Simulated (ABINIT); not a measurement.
# MgS (Niningerite) (Fm-3m) in ABINIT: single point with LDA

Aim: the single point of MgS (Niningerite) with LDA.

Everything below comes from runs of ABINIT 10.8.3 (patched build). Logs are shortened: lines on timing, memory, paths and dates and some standing lists are left out, and cuts for length are marked. The log counts tension as positive stress, the text compression.

**1. Starting point**

It takes space group Fm-3m (No. 225, cubic). Conventional cell: a = 5.203 Å, b = 5.203 Å, c = 5.203 Å, α = 90.00°, β = 90.00°, γ = 90.00°. S (site symmetry m-3m) has 6 Mg at 2.60 Å as nearest neighbours. Mg (site symmetry m-3m) has 6 S at 2.60 Å as nearest neighbours.

**2. Single point, LDA**

File run.abi:

```
# Pseudopotentials
pp_dirpath "./"
pseudos "S.upf, Mg.upf"

# Structure
acell 3.6792887145 3.6792887145 3.6792887145 Angstrom
rprim
     0.0000000000     0.7071067812     0.7071067812
     0.7071067812     0.0000000000     0.7071067812
     0.7071067812     0.7071067812     0.0000000000
ntypat 2
znucl 16 12
natom 2
typat 1 2
xred
     0.5000000000     0.5000000000     0.5000000000
     0.0000000000     0.0000000000     0.0000000000

# Plane-wave basis
ecut 38.0

# k points
kptopt 1
ngkpt 7 7 7
nshiftk 1
shiftk 0.0 0.0 0.0

# Exchange and correlation
ixc 7

# Bands and occupations
nband 12
occopt 3
tsmear 0.00183747

# SCF cycle
nstep 100
tolvrs 1.0e-10

# Output
iomode 3
prtwf 0
prtden 0
prteig 0
prtebands 0
enunit 2
```

Potentials or basis: PseudoDojo NC SR LDA v0.4 stringent.

Launch:

```console
$ abinit run.abi > log 2>&1
```

run.abo:

```text
.Version 10.8.3 of ABINIT
 Symmetries : space group Fm -3 m (#225); Bravais cF (face-center cubic)
================================================================================
 Values of the parameters that define the memory need of the present run
     intxc =       0    ionmov =       0      iscf =       7    lmnmax =       6
     lnmax =       6     mgfft =      40  mpssoang =       3    mqgrid =    3001
     natom =       2  nloc_mem =       1    nspden =       1   nspinor =       1
    nsppol =       1      nsym =      48    n1xccc =    2501    ntypat =       2
    occopt =       3   xclevel =       1
       mpw =        2686          nfft =       64000          nkpt =          20
================================================================================
================================================================================

--------------------------------------------------------------------------------
------------- Echo of variables that govern the present computation ------------
--------------------------------------------------------------------------------
 -outvars: echo values of preprocessed input variables --------
            acell      6.9528480085E+00  6.9528480085E+00  6.9528480085E+00 Bohr
              amu      3.20660000E+01  2.43050000E+01
             ecut      3.80000000E+01 Hartree
           enunit           2
              ixc           7
         kptrlatt        7    0    0      0    7    0      0    0    7
          kptrlen      4.86699361E+01
            natom           2
            nband          12
            ngfft          40      40      40
             nkpt          20
            nstep         100
             nsym          48
           ntypat           2
           occopt           3
           prtden           0
        prtebands           0
           prteig           0
            prtwf           0
            rprim      0.0000000000E+00  7.0710678120E-01  7.0710678120E-01
                       7.0710678120E-01  0.0000000000E+00  7.0710678120E-01
                       7.0710678120E-01  7.0710678120E-01  0.0000000000E+00
          spgroup         225
           tolvrs      1.00000000E-10
           tsmear      1.83747000E-03 Hartree
            typat      1  2
           xangst      2.6016500000E+00  2.6016500000E+00  2.6016500000E+00
                       0.0000000000E+00  0.0000000000E+00  0.0000000000E+00
            xcart      4.9164059755E+00  4.9164059755E+00  4.9164059755E+00
                       0.0000000000E+00  0.0000000000E+00  0.0000000000E+00
             xred      5.0000000000E-01  5.0000000000E-01  5.0000000000E-01
                       0.0000000000E+00  0.0000000000E+00  0.0000000000E+00
            znucl       16.00000   12.00000

================================================================================

 chkinp: Checking input parameters for consistency.

================================================================================
== DATASET  1 ==================================================================

--- !DatasetInfo
iteration_state: {dtset: 1, }
dimensions: {natom: 2, nkpt: 20, mband: 12, nsppol: 1, nspinor: 1, nspden: 1, mpw: 2686, }
cutoff_energies: {ecut:  38.0, pawecutdg:  -1.0, }
electrons: {nelect:   1.60000000E+01, charge:   0.00000000E+00, occopt:   3.00000000E+00, tsmear:   1.83747000E-03, }
meta: {optdriver: 0, ionmov: 0, optcell: 0, iscf: 7, paral_kgb: 0, }
...

 Exchange-correlation functional for the present dataset will be:
  LDA: Perdew-Wang 92 LSD fit to Ceperley-Alder data - ixc=7
  J.P.Perdew and Y.Wang, PRB 45, 13244 (1992)

 Real(R)+Recip(G) space primitive vectors, cartesian coordinates (Bohr,Bohr^-1):
 R(1)=  0.0000000  4.9164060  4.9164060  G(1)= -0.1017003  0.1017003  0.1017003
 R(2)=  4.9164060  0.0000000  4.9164060  G(2)=  0.1017003 -0.1017003  0.1017003
 R(3)=  4.9164060  4.9164060  0.0000000  G(3)=  0.1017003  0.1017003 -0.1017003
 Unit cell volume ucvol=  2.3766937E+02 bohr^3
 Angles (23,13,12)=  6.00000000E+01  6.00000000E+01  6.00000000E+01 degrees

 getcut: wavevector=  0.0000  0.0000  0.0000  ngfft=  40  40  40
         ecut(hartree)=     38.000   => boxcut(ratio)=   2.07320

--- Pseudopotential description ------------------------------------------------
- pspini: atom type   1  psp file is ./S.upf
12 -1012 2 -1 1132                            pspcod,pspxc,lmax,lloc,mmax
     nproj     2     2     2

- pspini: atom type   2  psp file is ./Mg.upf
12 -1012 1 -1 1510                            pspcod,pspxc,lmax,lloc,mmax
     nproj     2     2     0

   2.86110328E+02                                ecore*ucvol(ha*bohr**3)
--------------------------------------------------------------------------------

================================================================================

--- !BeginCycle
iteration_state: {dtset: 1, }
solver: {iscf: 7, nstep: 100, nline: 4, wfoptalg: 0, }
tolerances: {tolvrs: 1.00E-10, }
...

     iter   Etot(hartree)      deltaE(h)  residm     vres2
 ETOT  1  -70.403461768591    -7.040E+01 7.560E-02 1.356E+02
 ETOT  2  -70.447351767959    -4.389E-02 1.111E-02 9.389E+00
 ETOT  3  -70.448707941290    -1.356E-03 8.299E-04 2.214E-01
 ETOT  4  -70.448722823910    -1.488E-05 3.420E-04 1.316E-03
 ETOT  5  -70.448722928329    -1.044E-07 3.998E-05 2.299E-04
 ETOT  6  -70.448722981670    -5.334E-08 3.478E-05 1.947E-06
 ETOT  7  -70.448722981794    -1.238E-10 2.562E-05 8.202E-08
 ETOT  8  -70.448722981818    -2.355E-11 9.920E-06 2.876E-10
 ETOT  9  -70.448722981812     6.025E-12 1.725E-05 1.667E-13

 At SCF step    9       vres2   =  1.67E-13 < tolvrs=  1.00E-10 =>converged.

 Cartesian components of stress tensor (hartree/bohr^3)
  sigma(1 1)=  1.25359407E-04  sigma(3 2)=  0.00000000E+00
  sigma(2 2)=  1.25359407E-04  sigma(3 1)=  0.00000000E+00
  sigma(3 3)=  1.25359407E-04  sigma(2 1)=  0.00000000E+00

--- !ResultsGS
iteration_state: {dtset: 1, }
comment   : Summary of ground state results
lattice_vectors:
- [  0.0000000,   4.9164060,   4.9164060, ]
- [  4.9164060,   0.0000000,   4.9164060, ]
- [  4.9164060,   4.9164060,   0.0000000, ]
lattice_lengths: [   6.95285,    6.95285,    6.95285, ]
lattice_angles: [ 60.000,  60.000,  60.000, ] # degrees, (23, 13, 12)
lattice_volume:   2.3766937E+02
convergence: {deltae:  6.025E-12, res2:  1.667E-13, residm:  1.725E-05, diffor: null, }
etotal    :  -7.04487230E+01
entropy   :   0.00000000E+00
fermie    :   2.02187523E-01
cartesian_stress_tensor: # hartree/bohr^3
- [  1.25359407E-04,   0.00000000E+00,   0.00000000E+00, ]
- [  0.00000000E+00,   1.25359407E-04,   0.00000000E+00, ]
- [  0.00000000E+00,   0.00000000E+00,   1.25359407E-04, ]
pressure_GPa:  -3.6882E+00
xred      :
- [  5.0000E-01,   5.0000E-01,   5.0000E-01,  S]
- [  0.0000E+00,   0.0000E+00,   0.0000E+00, Mg]
cartesian_forces: # hartree/bohr
- [ -0.00000000E+00,  -0.00000000E+00,  -0.00000000E+00, ]
- [ -0.00000000E+00,  -0.00000000E+00,  -0.00000000E+00, ]
force_length_stats: {min:   0.00000000E+00, max:   0.00000000E+00, mean:   0.00000000E+00, }
...

 Integrated electronic density in atomic spheres:
 ------------------------------------------------
 Atom  Sphere_radius  Integrated_density
    1        2.00000          3.94754960
    2        2.00000          8.27473898
================================================================================

 ----iterations are completed or convergence reached----

 Mean square residual over all n,k,spin=   74.653E-09; max=  17.251E-06
 reduced coordinates (array xred) for    2 atoms
       0.500000000000      0.500000000000      0.500000000000
       0.000000000000      0.000000000000      0.000000000000
 rms dE/dt=  0.0000E+00; max dE/dt=  0.0000E+00; dE/dt below (all hartree)
    1       0.000000000000      0.000000000000      0.000000000000
    2       0.000000000000      0.000000000000      0.000000000000

 cartesian coordinates (angstrom) at end:
    1      2.60165000001558     2.60165000001558     2.60165000001558
    2      0.00000000000000     0.00000000000000     0.00000000000000

 cartesian forces (hartree/bohr) at end:
    1     -0.00000000000000    -0.00000000000000    -0.00000000000000
    2     -0.00000000000000    -0.00000000000000    -0.00000000000000
 frms,max,avg= 0.0000000E+00 0.0000000E+00   0.000E+00  0.000E+00  0.000E+00 h/b

 cartesian forces (eV/Angstrom) at end:
    1     -0.00000000000000    -0.00000000000000    -0.00000000000000
    2     -0.00000000000000    -0.00000000000000    -0.00000000000000
 frms,max,avg= 0.0000000E+00 0.0000000E+00   0.000E+00  0.000E+00  0.000E+00 e/A
 length scales=  6.952848008548  6.952848008548  6.952848008548 bohr
              =  3.679288714500  3.679288714500  3.679288714500 angstroms
 Fermi (or HOMO) energy (hartree) =   0.20219   Average Vxc (hartree)=  -0.37594
 Eigenvalues (hartree) for nkpt=  20  k points:
 kpt#   1, nband= 12, wtk=  0.00292, kpt=  0.0000  0.0000  0.0000 (reduced coord)
  -2.57035   -1.37264   -1.37264   -1.37264   -0.31340    0.15148    0.15148    0.15148
   0.27927    0.43938    0.43938    0.43938
      occupation numbers for kpt#   1
   2.00000    2.00000    2.00000    2.00000    2.00000    2.00000    2.00000    2.00000
   0.00000    0.00000    0.00000    0.00000
 prteigrs : prtvol=0 or 1, do not print more k-points.

 Fermi (or HOMO) energy (eV) =   5.50180   Average Vxc (eV)= -10.22985
 Eigenvalues (   eV  ) for nkpt=  20  k points:
 kpt#   1, nband= 12, wtk=  0.00292, kpt=  0.0000  0.0000  0.0000 (reduced coord)
 -69.94289  -37.35154  -37.35154  -37.35154   -8.52801    4.12202    4.12202    4.12202
   7.59940   11.95607   11.95607   11.95607
 prteigrs : prtvol=0 or 1, do not print more k-points.

--- !EnergyTerms
iteration_state     : {dtset: 1, }
comment             : Components of total free energy in Hartree
kinetic             :  3.77236459414722E+01
hartree             :  2.21226513255568E+01
xc                  : -1.09192979305559E+01
Ewald energy        : -3.83567382362506E+01
psp_core            :  1.20381659545262E+00
local_psp           : -6.55913383695202E+01
non_local_psp       : -1.66314623079665E+01
internal            : -7.04487229818116E+01
'-kT*entropy'       : -8.09394104068895E-16
total_energy        : -7.04487229818116E+01
total_energy_eV     : -1.91700741159419E+03
band_energy         : -1.34842297193339E+01
...

 Cartesian components of stress tensor (hartree/bohr^3)
  sigma(1 1)=  1.25359407E-04  sigma(3 2)=  0.00000000E+00
  sigma(2 2)=  1.25359407E-04  sigma(3 1)=  0.00000000E+00
  sigma(3 3)=  1.25359407E-04  sigma(2 1)=  0.00000000E+00

-Cartesian components of stress tensor (GPa)         [Pressure= -3.6882E+00 GPa]
- sigma(1 1)=  3.68820108E+00  sigma(3 2)=  0.00000000E+00
- sigma(2 2)=  3.68820108E+00  sigma(3 1)=  0.00000000E+00
- sigma(3 3)=  3.68820108E+00  sigma(2 1)=  0.00000000E+00

== END DATASET(S) ==============================================================
================================================================================

 -outvars: echo values of variables after computation  --------
            acell      6.9528480085E+00  6.9528480085E+00  6.9528480085E+00 Bohr
           etotal     -7.0448722982E+01
            fcart     -0.0000000000E+00 -0.0000000000E+00 -0.0000000000E+00
                      -0.0000000000E+00 -0.0000000000E+00 -0.0000000000E+00
            rprim      0.0000000000E+00  7.0710678120E-01  7.0710678120E-01
                       7.0710678120E-01  0.0000000000E+00  7.0710678120E-01
                       7.0710678120E-01  7.0710678120E-01  0.0000000000E+00
           strten      1.2535940682E-04  1.2535940682E-04  1.2535940682E-04
                       0.0000000000E+00  0.0000000000E+00  0.0000000000E+00
           xangst      2.6016500000E+00  2.6016500000E+00  2.6016500000E+00
                       0.0000000000E+00  0.0000000000E+00  0.0000000000E+00
             xred      5.0000000000E-01  5.0000000000E-01  5.0000000000E-01
                       0.0000000000E+00  0.0000000000E+00  0.0000000000E+00
 Calculation completed.
```

Run time: 19 s. Hardware: 1 thread of Arm Neoverse V1, shared host; peak memory 0.07 GiB.

Results:

```
Free energy                                           : -1917.0074 eV
Pressure                                              : -3.7 GPa
Band gap on the k mesh                                : 2.78 eV, indirect (least direct gap 3.48 eV)
Valence electrons inside the program's atomic spheres : S 3.95; Mg 8.27
```

Caveat: an odd mesh through Γ misses points on the zone boundary, where band edges often lie.
